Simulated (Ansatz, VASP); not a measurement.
## HgSe in VASP and in Ansatz

The input INCAR:

```
SYSTEM = HgSe
PREC = Accurate
ENCUT = 600
EDIFF = 1E-7
ISMEAR = 0
SIGMA = 0.1
LREAL = .False.
LASPH = .True.
NELM = 100
ALGO = Normal
ISIF = 3
LWAVE = .False.
LCHARG = .False.
GGA = PE
IBRION = 2
NSW = 100
EDIFFG = -0.005
```

File KPOINTS:

```
Automatic mesh
0
Gamma
  12 12 12
  0 0 0
```

Contents of POSCAR:

```
HgSe
1.0
    0.0000000000      3.0390000000      3.0390000000
    3.0390000000      0.0000000000      3.0390000000
    3.0390000000      3.0390000000      0.0000000000
Hg Se
1 1
Direct
    0.0000000000      0.0000000000      0.0000000000
    0.2500000000      0.2500000000      0.2500000000
```

Input for Ansatz:

```yaml
crystal:
  lattice:
    - [0.0, 3.039, 3.039]
    - [3.039, 0.0, 3.039]
    - [3.039, 3.039, 0.0]
  atoms:
    - { symbol: Hg, position: [0.0, 0.0, 0.0] }
    - { symbol: Se, position: [0.25, 0.25, 0.25] }
basis:
  ecutwfc: 420
kpoints:
  mp_grid: { grid: [12, 12, 12] }
hamiltonian:
  xc: pbe
scf:
  occupations: { method: gaussian, width: 0.1 }
output:
  forces: true
  stress: true
  eigenvalues: true
relax:
  adjacent_minimum: "off"
  f_tol: 0.005
  max_steps: 80
  cell: { stress_tol: 0.05 }
```

Alike in both runs: task relaxation of cell and atoms; functional PBE; k mesh 12 × 12 × 12; occupations gaussian, width 0.1 eV; no spin polarisation.

|  | VASP | Ansatz |
| --- | --- | --- |
| version | VASP 6.6.1 | Ansatz 0.2.0 |
| potentials or method | VASP PAW PBE potentials, release 64 (Hg, Se) | scalar-relativistic, plane waves, PAW |
| plane-wave cutoff (eV) | 600 | 420 |
| valence electrons in the cell | 18 | 36 |

VASP gave:

* gap on the k mesh at the Fermi level, each at its own relaxed structure (eV): none
* relaxed volume (Å³/atom): 30.79
* relaxed cell length with the largest relative difference (Å): 4.433
* energy change over the relaxation (meV/atom): -39

Question: What did Ansatz give for the same quantities?

Answer: gap on the k mesh at the Fermi level, each at its own relaxed structure (eV): none; relaxed volume (Å³/atom): 30.67; relaxed cell length with the largest relative difference (Å): 4.427; energy change over the relaxation (meV/atom): -35.

A gap of «none» marks a metal or a gap that the smearing closes. The two sets of potentials don't hold the same shells in valence.

Spin-orbit coupling is left out, which matters for the levels of Hg. Zero-point motion and thermal expansion aren't in these numbers. PBE usually gives volumes a little too large and moduli too small.
